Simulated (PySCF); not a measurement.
Isomers of C6H8, mass 80.063 u with the commonest isotopes. Level of theory: PBE0/def2-SVPD in PySCF (dipole) on a GFN2-xTB geometry, gas phase. One conformer each, none proved a minimum here; rigid rotors.

Task: Order these by dipole moment, smallest first.
A. `[CH2:1]=[CH:2]/[CH:3]=[CH:4]/[CH:5]=[CH2:6]` with C1–C2–C3–C4 180°, C3–C4–C5–C6 180° (divinylethylene)
B. 2-methyl-1-penten-3-yne (`C=C(C)C#CC`)
C. `[CH:1]1=[CH:2][CH2:3][CH2:4][CH:5]=[CH:6]1` with C1–C2–C3–C4 -31°, C2–C3–C4–C5 44°, C3–C4–C5–C6 -31°, C2–C1–C6–C5 14° (1,3-cyclohexadiene)

Result: A (0.00 D), C (0.49 D), B (0.72 D).

Task: Order these by out-of-plane moment Σ m c² = (Ia + Ib − Ic)/2, largest first.
A. `[CH:1]1=[CH:2][CH2:3][CH2:4][CH:5]=[CH:6]1` with C1–C2–C3–C4 -31°, C2–C3–C4–C5 44°, C3–C4–C5–C6 -31°, C2–C1–C6–C5 14°
B. 2-methyl-1-penten-3-yne, `CC(=C)C#CC`
C. `[CH2:1]=[CH:2]/[CH:3]=[CH:4]/[CH:5]=[CH2:6]` with C1–C2–C3–C4 180°, C3–C4–C5–C6 180°

Result: A (5.79 u·Å²), B (3.14 u·Å²), C (0.00 u·Å²).

Task: Order these by rotational constant B, smallest first.
A. 2-methyl-1-penten-3-yne, `C(#CC(=C)C)C`
B. `[CH:1]1=[CH:2][CH2:3][CH2:4][CH:5]=[CH:6]1` with C1–C2–C3–C4 -31°, C2–C3–C4–C5 44°, C3–C4–C5–C6 -31°, C2–C1–C6–C5 14° (1,3-cyclohexadiene)
C. `[CH2:1]=[CH:2]/[CH:3]=[CH:4]/[CH:5]=[CH2:6]` with C1–C2–C3–C4 180°, C3–C4–C5–C6 180°

Result: C (1360 MHz), A (1787 MHz), B (5109 MHz).

```
     SMILES  point group  Ia (u·Å²)  Ib (u·Å²)  Ic (u·Å²)      κ  μa (D)  μb (D)  μc (D)
 C1=CCCC=C1           C2      97.80      98.91     185.13   0.95    0.49    0.00    0.00
 C=C(C)C#CC            –      56.71     282.82     333.24  -0.93    0.63    0.35    0.01
C=C/C=C/C=C          C2h      18.85     371.70     390.55  -0.99    0.00    0.00    0.00
```
